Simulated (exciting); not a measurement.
# AlNi (Pm-3m) in exciting: equation of state

How stiff is AlNi in PBE, and what volume does it want? The cell is scaled to several volumes.

All numbers are computed with exciting (release sodium); they aren't measurements. Logs are shortened: lines on timing, memory, paths and dates and some standing lists are left out, and cuts for length are marked.

## 1. The structure

The structure is cubic, space group Pm-3m (No. 221). The conventional cell has a = 2.881 Å, b = 2.881 Å, c = 2.881 Å, α = 90.00°, β = 90.00°, γ = 90.00°. Ni (site symmetry m-3m) is surrounded by 8 Al at 2.50 Å. Al (site symmetry m-3m) is surrounded by 8 Ni at 2.50 Å.

## 2. Equation of state, PBE, collinear spin, ferromagnetic start, 11.24 Å³/atom (volume scaled by 0.94)

Contents of input.xml:

```xml
<input>
  <title>AlNi</title>
  <structure speciespath="./" tshift="false">
    <crystal scale="1">
      <basevect>5.333161597009 0.000000000000 0.000000000000</basevect>
      <basevect>0.000000000000 5.333161597009 0.000000000000</basevect>
      <basevect>0.000000000000 0.000000000000 5.333161597009</basevect>
    </crystal>
    <species speciesfile="Ni.xml" rmt="2">
      <atom coord="0.500000000000 0.500000000000 0.500000000000" bfcmt="0 0 -8"/>
    </species>
    <species speciesfile="Al.xml" rmt="2">
      <atom coord="0.000000000000 0.000000000000 0.000000000000" bfcmt="0 0 0"/>
    </species>
  </structure>
  <groundstate do="fromscratch" ngridk="9 9 9" rgkmax="9" gmaxvr="14" lmaxapw="10" lmaxmat="10" lmaxvr="8" xctype="GGA_PBE" stype="Fermi Dirac" swidth="0.00183747" nempty="24" ValenceRelativity="iora*" epsengy="1e-05" epspot="1e-05" maxscl="90" outputlevel="normal">
    <spin reducebf="0.5"/>
  </groundstate>
</input>
```

Potentials or basis: all-electron LAPW+lo, shipped species files, valence relativity iora*.

Run with:

```
$ OMP_NUM_THREADS=1 exciting_smp
```

INFO.OUT:

```text
================================================================================
EXCITING SODIUM started
[... 10 lines left out ...]

 Lattice vectors (cartesian) :
      5.3331615970      0.0000000000      0.0000000000
      0.0000000000      5.3331615970      0.0000000000
      0.0000000000      0.0000000000      5.3331615970

 Reciprocal lattice vectors (cartesian) :
      1.1781351817      0.0000000000      0.0000000000
      0.0000000000      1.1781351817      0.0000000000
      0.0000000000      0.0000000000      1.1781351817

 Unit cell volume                           :     151.6890493426
 Brillouin zone volume                      :       1.6352545851

 Species :    1 (Ni)
     parameters loaded from                 :    Ni.xml
     name                                   :    nickel
     nuclear charge                         :     -28.00000000
     electronic charge                      :      28.00000000
     atomic mass                            :  106991.52300000
     muffin-tin radius                      :       2.00000000
     # of radial points in muffin-tin       :     350

     atomic positions (lattice) :
       1 :   0.50000000  0.50000000  0.50000000

     magnetic fields (cartesian) :
       1 :   0.00000000  0.00000000 -8.00000000

 Species :    2 (Al)
     parameters loaded from                 :    Al.xml
     name                                   :    aluminium
     nuclear charge                         :     -13.00000000
     electronic charge                      :      13.00000000
     atomic mass                            :   49184.33493000
     muffin-tin radius                      :       2.00000000
     # of radial points in muffin-tin       :     300

     atomic positions (lattice) :
       1 :   0.00000000  0.00000000  0.00000000

     magnetic fields (cartesian) :
       1 :   0.00000000  0.00000000  0.00000000

 Total number of atoms per unit cell        :       2

 Spin treatment                             :    spin-polarised
 Global magnetic field (cartesian) :        0.00000000   0.00000000   0.00000000
 collinear magnetisation in z-direction

 Number of Bravais lattice symmetries       :      48
 Number of crystal symmetries               :      48

 k-point grid                               :       9    9    9
 Total number of k-points                   :      35
 k-point set is reduced with crystal symmetries

 R^MT_min * |G+k|_max (rgkmax)              :       9.00000000
 Species with R^MT_min                      :       1 (Ni)
 Maximum |G+k| for APW functions            :       4.50000000
 Maximum |G| for potential and density      :      14.00000000

 G-vector grid sizes                        :      24    24    24
 Total number of G-vectors                  :    7075

 Maximum angular momentum used for
     APW functions                          :      10
     computing H and O matrix elements      :      10
     potential and density                  :       8
     inner part of muffin-tin               :       2

 Total nuclear charge                       :     -41.00000000
 Total electronic charge                    :      41.00000000
 Total core charge                          :      16.00000000
 Total valence charge                       :      25.00000000

 Number of empty states                     :      24
 Total number of valence states             :      74

 Maximum Hamiltonian size                   :     270
 Maximum number of plane-waves              :     251
 Total number of local-orbitals             :      19

 Exchange-correlation type                  :      20
     Perdew-Burke-Ernzerhof, Phys. Rev. Lett. 77, 3865 (1996)
     Generalised gradient approximation (GGA)

[... 20 lines left out ...]
+ SCF iteration number :    1                                                  +
++++++++++++++++++++++++++++++++++++++++++++++++++++++++++++++++++++++++++++++++
 Total energy                               :     -1770.68107779
 _______________________________________________________________
 Fermi energy                               :         0.36524155
 Kinetic energy                             :      1785.17794842
 Coulomb energy                             :     -3473.12419510
 Exchange energy                            :       -80.86579223
 Correlation energy                         :        -1.86903887
 No external B-field energy in total energy

 DOS at Fermi energy (states/Ha/cell)       :        18.18438713

 Electron charges :
     core                                   :        16.00000000
     core leakage                           :         0.00370448
     valence                                :        25.00000000
     interstitial                           :         3.28286296
     charge in muffin-tin spheres :
                  atom     1    Ni          :        26.82705178
                  atom     2    Al          :        10.89008526
[... 21 lines left out ...]
 No external B-field energy in total energy

 DOS at Fermi energy (states/Ha/cell)       :        29.22320741

 Electron charges :
     core                                   :        16.00000000
     core leakage                           :         0.00380229
     valence                                :        25.00000000
     interstitial                           :         3.63898692
     charge in muffin-tin spheres :
                  atom     1    Ni          :        26.33739049
                  atom     2    Al          :        11.02362259
     total charge in muffin-tins            :        37.36101308
     total charge                           :        41.00000000

 Moments :
     interstitial                           :        -0.02511935
     moment in muffin-tin spheres :
                  atom     1    Ni          :         0.31161057
                  atom     2    Al          :        -0.01167472
     total moment in muffin-tins            :         0.29993585
     total moment                           :         0.27481650

 RMS change in effective potential (target) :  0.794782E-01  ( 0.100000E-04)
 Absolute change in total energy   (target) :   13.2791      ( 0.100000E-04)
 Charge distance                   (target) :  0.263706E-01  ( 0.100000E-04)
[... 581 lines left out ...]
 Moments :
     interstitial                           :        -0.00000139
     moment in muffin-tin spheres :
                  atom     1    Ni          :         0.00000884
                  atom     2    Al          :        -0.00000034
     total moment in muffin-tins            :         0.00000850
     total moment                           :         0.00000711

 RMS change in effective potential (target) :  0.116090E-06  ( 0.100000E-04)
 Absolute change in total energy   (target) :  0.930847E-05  ( 0.100000E-04)
 Charge distance                   (target) :  0.201097E-07  ( 0.100000E-04)

++++++++++++++++++++++++++++++++++++++++++++++++++++++++++++++++++++++++++++++++
+ SCF iteration number :   19                                                  +
++++++++++++++++++++++++++++++++++++++++++++++++++++++++++++++++++++++++++++++++
 Total energy                               :     -1763.70076111
 _______________________________________________________________
 Fermi energy                               :         0.37697572
 Kinetic energy                             :      1788.56791317
 Coulomb energy                             :     -3469.90413442
 Exchange energy                            :       -80.49634404
 Correlation energy                         :        -1.86819582
 No external B-field energy in total energy

 DOS at Fermi energy (states/Ha/cell)       :        19.22287331

 Electron charges :
     core                                   :        16.00000000
     core leakage                           :         0.00368743
     valence                                :        25.00000000
     interstitial                           :         3.50019191
     charge in muffin-tin spheres :
                  atom     1    Ni          :        26.49552785
                  atom     2    Al          :        11.00428024
     total charge in muffin-tins            :        37.49980809
     total charge                           :        41.00000000

 Moments :
     interstitial                           :        -0.00000043
     moment in muffin-tin spheres :
                  atom     1    Ni          :         0.00000309
                  atom     2    Al          :        -0.00000013
     total moment in muffin-tins            :         0.00000296
     total moment                           :         0.00000253

 RMS change in effective potential (target) :  0.388442E-08  ( 0.100000E-04)
 Absolute change in total energy   (target) :  0.379403E-06  ( 0.100000E-04)
 Charge distance                   (target) :  0.123354E-08  ( 0.100000E-04)

++++++++++++++++++++++++++++++++++++++++++++++++++++++++++++++++++++++++++++++++
| Convergency criteria checked for the last 2 iterations                       +
| Convergence targets achieved. Performing final SCF iteration                 +
++++++++++++++++++++++++++++++++++++++++++++++++++++++++++++++++++++++++++++++++
 Total energy                               :     -1763.70075946
 _______________________________________________________________
 Fermi energy                               :         0.37697571
 Kinetic energy                             :      1788.56791389
 Coulomb energy                             :     -3469.90413358
 Exchange energy                            :       -80.49634394
 Correlation energy                         :        -1.86819582
 No external B-field energy in total energy

 DOS at Fermi energy (states/Ha/cell)       :        19.22287085

 Electron charges :
     core                                   :        16.00000000
     core leakage                           :         0.00368743
     valence                                :        25.00000000
     interstitial                           :         3.50019197
     charge in muffin-tin spheres :
                  atom     1    Ni          :        26.49552776
                  atom     2    Al          :        11.00428027
     total charge in muffin-tins            :        37.49980803
     total charge                           :        41.00000000

 Moments :
     interstitial                           :        -0.00000029
     moment in muffin-tin spheres :
                  atom     1    Ni          :         0.00000210
                  atom     2    Al          :        -0.00000008
     total moment in muffin-tins            :         0.00000202
     total moment                           :         0.00000172

++++++++++++++++++++++++++++++++++++++++++++++++++++++++++++++++++++++++++++++++
[... 12 lines left out ...]
| EXCITING SODIUM stopped                                                      =
================================================================================
```

It took 1.8 min on 1 thread of Arm Neoverse V2, shared host; peak memory 0.15 GiB.

What came out:

| Item | Value |
| --- | --- |
| Free energy | -47992.7486 eV |
| Band gap on the k mesh | none (metal or under the smearing width) |
| Net moment | 0.00 μB per cell |
| All electrons inside the program's atomic spheres | Ni 26.50; Al 11.00 (radii Ni 2.0, Al 2.0 bohr) |

Caveat: the log's total energy holds no entropy term; the free energy is that total less TS from the occupations; the starting moments collapsed, and a magnetic state may lie lower.

## 3. Equation of state, PBE, collinear spin, ferromagnetic start, 11.48 Å³/atom (volume scaled by 0.96)

input.xml, as its differences from that of step 2:

```diff
@@ -4,5 +4,5 @@
     <crystal scale="1">
-      <basevect>5.333161597009 0.000000000000 0.000000000000</basevect>
-      <basevect>0.000000000000 5.333161597009 0.000000000000</basevect>
-      <basevect>0.000000000000 0.000000000000 5.333161597009</basevect>
+      <basevect>5.370720310594 0.000000000000 0.000000000000</basevect>
+      <basevect>0.000000000000 5.370720310594 0.000000000000</basevect>
+      <basevect>0.000000000000 0.000000000000 5.370720310594</basevect>
     </crystal>
```

Potentials or basis: all-electron LAPW+lo, shipped species files, valence relativity iora*.

Run with:

```
$ OMP_NUM_THREADS=1 exciting_smp
```

It took 1.9 min on 1 thread of Arm Neoverse V2, shared host; peak memory 0.15 GiB.

Results (log left out):

| Item | Value |
| --- | --- |
| Free energy | -47992.7834 eV |
| Band gap on the k mesh | none (metal or under the smearing width) |
| Net moment | 0.00 μB per cell |
| All electrons inside the program's atomic spheres | Ni 26.48; Al 10.98 (radii Ni 2.0, Al 2.0 bohr) |

Caveat: the log's total energy holds no entropy term; the free energy is that total less TS from the occupations; the starting moments collapsed, and a magnetic state may lie lower.

## 4. Equation of state, PBE, collinear spin, ferromagnetic start, 11.72 Å³/atom (volume scaled by 0.98)

input.xml, as its differences from that of step 3:

```diff
@@ -4,5 +4,5 @@
     <crystal scale="1">
-      <basevect>5.370720310594 0.000000000000 0.000000000000</basevect>
-      <basevect>0.000000000000 5.370720310594 0.000000000000</basevect>
-      <basevect>0.000000000000 0.000000000000 5.370720310594</basevect>
+      <basevect>5.407760931384 0.000000000000 0.000000000000</basevect>
+      <basevect>0.000000000000 5.407760931384 0.000000000000</basevect>
+      <basevect>0.000000000000 0.000000000000 5.407760931384</basevect>
     </crystal>
```

Run with:

```
$ OMP_NUM_THREADS=1 exciting_smp
```

It took 93 s on 1 thread of Arm Neoverse V2, shared host; peak memory 0.15 GiB.

The run converged. Its results:

```yaml
Free_energy: -47992.8058 eV
Band_gap_on_the_k_mesh: none (metal or under the smearing width)
Net_moment: 0.00 μB per cell
All_electrons_inside_the_program's_atomic_spheres: Ni 26.46; Al 10.97 (radii Ni 2.0, Al 2.0 bohr)
```

Caveat: the log's total energy holds no entropy term; the free energy is that total less TS from the occupations; the starting moments collapsed, and a magnetic state may lie lower.

## 5. Equation of state, PBE, collinear spin, ferromagnetic start, 11.96 Å³/atom

input.xml, as its differences from that of step 4:

```diff
@@ -4,5 +4,5 @@
     <crystal scale="1">
-      <basevect>5.407760931384 0.000000000000 0.000000000000</basevect>
-      <basevect>0.000000000000 5.407760931384 0.000000000000</basevect>
-      <basevect>0.000000000000 0.000000000000 5.407760931384</basevect>
+      <basevect>5.444300965047 0.000000000000 0.000000000000</basevect>
+      <basevect>0.000000000000 5.444300965047 0.000000000000</basevect>
+      <basevect>0.000000000000 0.000000000000 5.444300965047</basevect>
     </crystal>
```

Run with:

```
$ OMP_NUM_THREADS=1 exciting_smp
```

Wall time 97 s (1 thread of Arm Neoverse V2, shared host); peak memory 0.15 GiB.

Results (log left out):

```
Free energy                                       : -47992.8169 eV
Band gap on the k mesh                            : none (metal or under the smearing width)
Net moment                                        : 0.00 μB per cell
All electrons inside the program's atomic spheres : Ni 26.44; Al 10.95 (radii Ni 2.0, Al 2.0 bohr)
```

Caveat: the log's total energy holds no entropy term; the free energy is that total less TS from the occupations; the starting moments collapsed, and a magnetic state may lie lower.

## 6. Equation of state, PBE, collinear spin, ferromagnetic start, 12.20 Å³/atom (volume scaled by 1.02)

input.xml, as its differences from that of step 5:

```diff
@@ -4,5 +4,5 @@
     <crystal scale="1">
-      <basevect>5.444300965047 0.000000000000 0.000000000000</basevect>
-      <basevect>0.000000000000 5.444300965047 0.000000000000</basevect>
-      <basevect>0.000000000000 0.000000000000 5.444300965047</basevect>
+      <basevect>5.480356989016 0.000000000000 0.000000000000</basevect>
+      <basevect>0.000000000000 5.480356989016 0.000000000000</basevect>
+      <basevect>0.000000000000 0.000000000000 5.480356989016</basevect>
     </crystal>
```

Potentials or basis: all-electron LAPW+lo, shipped species files, valence relativity iora*.

Run with:

```
$ OMP_NUM_THREADS=1 exciting_smp
```

Run time: 99 s. Hardware: 1 thread of Arm Neoverse V2, shared host; peak memory 0.15 GiB.

It converged, with:

```
Free energy                                       : -47992.8178 eV
Band gap on the k mesh                            : none (metal or under the smearing width)
Net moment                                        : 0.00 μB per cell
All electrons inside the program's atomic spheres : Ni 26.43; Al 10.93 (radii Ni 2.0, Al 2.0 bohr)
```

Caveat: the log's total energy holds no entropy term; the free energy is that total less TS from the occupations; the starting moments collapsed, and a magnetic state may lie lower.

## 7. Equation of state, PBE, collinear spin, ferromagnetic start, 12.43 Å³/atom (volume scaled by 1.04)

input.xml, as its differences from that of step 6:

```diff
@@ -4,5 +4,5 @@
     <crystal scale="1">
-      <basevect>5.480356989016 0.000000000000 0.000000000000</basevect>
-      <basevect>0.000000000000 5.480356989016 0.000000000000</basevect>
-      <basevect>0.000000000000 0.000000000000 5.480356989016</basevect>
+      <basevect>5.515944719953 0.000000000000 0.000000000000</basevect>
+      <basevect>0.000000000000 5.515944719953 0.000000000000</basevect>
+      <basevect>0.000000000000 0.000000000000 5.515944719953</basevect>
     </crystal>
```

Run with:

```
$ OMP_NUM_THREADS=1 exciting_smp
```

Run time: 1.8 min. Hardware: 1 thread of Arm Neoverse V2, shared host; peak memory 0.15 GiB.

Results (log left out):

* Free energy: -47992.8101 eV
* Band gap on the k mesh: none (metal or under the smearing width)
* Net moment: 0.00 μB per cell
* All electrons inside the program's atomic spheres: Ni 26.41; Al 10.92 (radii Ni 2.0, Al 2.0 bohr)

Caveat: the log's total energy holds no entropy term; the free energy is that total less TS from the occupations; the starting moments collapsed, and a magnetic state may lie lower.

## 8. Equation of state, PBE, collinear spin, ferromagnetic start, 12.67 Å³/atom (volume scaled by 1.06)

input.xml, as its differences from that of step 7:

```diff
@@ -4,5 +4,5 @@
     <crystal scale="1">
-      <basevect>5.515944719953 0.000000000000 0.000000000000</basevect>
-      <basevect>0.000000000000 5.515944719953 0.000000000000</basevect>
-      <basevect>0.000000000000 0.000000000000 5.515944719953</basevect>
+      <basevect>5.551079073090 0.000000000000 0.000000000000</basevect>
+      <basevect>0.000000000000 5.551079073090 0.000000000000</basevect>
+      <basevect>0.000000000000 0.000000000000 5.551079073090</basevect>
     </crystal>
```

Run with:

```
$ OMP_NUM_THREADS=1 exciting_smp
```

Wall time 1.9 min (1 thread of Arm Neoverse V2, shared host); peak memory 0.14 GiB.

The run converged. Its results:

* Free energy: -47992.7938 eV
* Band gap on the k mesh: none (metal or under the smearing width)
* Net moment: 0.00 μB per cell
* All electrons inside the program's atomic spheres: Ni 26.40; Al 10.90 (radii Ni 2.0, Al 2.0 bohr)

Caveat: the log's total energy holds no entropy term; the free energy is that total less TS from the occupations; the starting moments collapsed, and a magnetic state may lie lower.

## 9. Equation of state, PBE, collinear spin, ferromagnetic start

Potentials or basis: all-electron LAPW+lo, shipped species files, valence relativity iora*.

This step only gathers the single runs of the series.

Results:

```yaml
Equilibrium_volume: 12.10 Å³/atom
Bulk_modulus: 159 GPa
Pressure_derivative_of_the_bulk_modulus: 4.5
```

Energy against volume, from the lowest point:
```tsv
volume (Å³/atom)	energy (meV/atom)
11.239	34.57
11.478	17.18
11.717	5.96
11.956	0.42
12.196	0.00
12.435	3.83
12.674	11.96
```
